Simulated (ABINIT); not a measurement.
Crystal: CsPbCl3.

```
CELL_PARAMETERS angstrom
5.60500 0.00000 0.00000
0.00000 5.60500 0.00000
0.00000 0.00000 5.60500
ATOMIC_POSITIONS crystal
Pb 0.50000 0.50000 0.50000
Cs 0.00000 0.00000 0.00000
Cl 0.50000 0.00000 0.50000
Cl 0.00000 0.50000 0.50000
Cl 0.50000 0.50000 0.00000
```

Program: ABINIT 10.8.3 (patched build). Alike in all runs: no spin polarisation; cell as given; cutoff (eV) 680; smearing fermi-dirac 0.05 eV.

Question: Order these runs on this cell by their band gap on the k mesh, lowest first.
A. level PBEsol; potentials or basis JTH PAW PBE v2.0; k mesh 4 × 4 × 4
B. level LDA; potentials or basis JTH PAW LDA v2.0; k mesh 5 × 5 × 5
C. level PBEsol; potentials or basis JTH PAW PBE v2.0; k mesh 3 × 3 × 3

Answer: A (1.80 eV), B (2.81 eV), C (4.19 eV).

Caveats: spin-orbit coupling is left out, which as a rule narrows the gap of such compounds by several tenths of an eV; an odd mesh through Γ misses points on the zone boundary, where band edges often lie (some runs).

A k mesh can miss the band edges, odd and even meshes differently.

Runs at the PBE level aren't shown here.
